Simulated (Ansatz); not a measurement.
**BP: band structure with PBE**

Crystal: BP.

```
P B
1.0
     0.00000    2.26900    2.26900
     2.26900    0.00000    2.26900
     2.26900    2.26900    0.00000
P B
1 1
Direct
  0.75000 0.75000 0.75000
  0.00000 0.00000 0.00000
```

- Program: Ansatz 0.2.0
- Task: band structure
- Functional: PBE
- Potentials or basis: Ansatz PAW
- Cutoff: 420 eV (not typed: the program's choice for these potentials)
- k mesh: 10 × 10 × 10
- Occupations: fermi-dirac, width 0.05 eV
- Spin: no spin polarisation
- Path: [["G", "X", "W", "K", "G", "L", "U", "W", "L", "K"], ["U", "X"]]
- Points for each segment of the path: 14

```
Pressure                : 1.1 GPa
Band gap on the k mesh  : 1.24 eV, indirect (least direct gap 3.40 eV)
Band gap along the path : 1.24 eV, indirect (least direct gap 3.40 eV)
```

Levels at the corners of the path, in eV from the valence-band top:
| point | band 1 | band 2 | band 3 | band 4 | band 5 | band 6 | band 7 | band 8 | band 9 |
| --- | --- | --- | --- | --- | --- | --- | --- | --- | --- |
| Γ | -15.46 | 0.00 | 0.00 | 0.00 | 3.40 | 3.40 | 3.40 | 7.37 | 11.51 |
| X | -10.60 | -8.58 | -4.11 | -4.11 | 1.34 | 1.66 | 12.08 | 12.08 | 15.22 |
| W | -10.33 | -8.06 | -5.67 | -5.47 | 5.33 | 6.76 | 7.24 | 7.44 | 12.76 |
| K | -10.61 | -8.16 | -6.22 | -3.50 | 2.15 | 5.99 | 9.71 | 10.59 | 11.62 |
| Γ | -15.46 | 0.00 | 0.00 | 0.00 | 3.40 | 3.40 | 3.40 | 7.37 | 11.51 |
| L | -12.13 | -9.03 | -1.76 | -1.76 | 3.78 | 4.71 | 4.71 | 10.12 | 14.48 |
| U | -10.61 | -8.16 | -6.22 | -3.50 | 2.15 | 5.99 | 9.71 | 10.59 | 11.62 |
| W | -10.33 | -8.06 | -5.67 | -5.47 | 5.33 | 6.76 | 7.24 | 7.44 | 12.76 |
| L | -12.13 | -9.03 | -1.76 | -1.76 | 3.78 | 4.71 | 4.71 | 10.12 | 14.48 |
| K | -10.61 | -8.16 | -6.22 | -3.50 | 2.15 | 5.99 | 9.71 | 10.59 | 11.62 |
| U | -10.61 | -8.16 | -6.22 | -3.50 | 2.15 | 5.99 | 9.71 | 10.59 | 11.62 |
| X | -10.60 | -8.58 | -4.11 | -4.11 | 1.34 | 1.66 | 12.08 | 12.08 | 15.22 |

It took 1.9 s on 2 threads of Intel(R) Xeon(R) Processor @ 2.70GHz (shared host), peak memory 0.3 GiB.
